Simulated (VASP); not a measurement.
Crystal: MoS2.

```
Mo S
1.0
     0.00000    2.99595    2.99595
     2.99595    0.00000    2.99595
     2.99595    2.99595    0.00000
Mo S
1 2
Direct
  0.00000 0.00000 0.00000
  0.25000 0.25000 0.25000
  0.75000 0.75000 0.75000
```

Measurements of this composition are mostly on another form, of space group No. 194.

Base run:

* Program: VASP 6.6.1
* Functional: PBEsol
* Potentials or basis: VASP PAW PBE potentials, release 64 (Mo_sv, S)
* Cutoff: 520 eV
* k mesh: 6 × 6 × 6
* Occupations: gaussian, width 0.05 eV
* Spin: collinear spin, ferromagnetic start
* Starting moments: [1.0, 0.0, 0.0] μB
* Hubbard terms: Mo d U = 5 eV

Its results: pressure 0.2 GPa; site moments Mo +2.17; S -0.15 μB.

Problem. The run is repeated on the same cell with these changes: further incar settings from ALGO = Normal; EDIFF = 1e-06; NBANDS = 24 to ALGO = Normal; EDIFF = 1e-06; fixed moment from none to 1 μB. What comes out?

Solution. Pressure -3.9 GPa; site moments Mo +1.55; S -0.22 μB.

Caveats: the PAW data sets were made with another functional, which shifts forces and pressure a little; the total moment is fixed, so each spin has its own Fermi level (some runs).
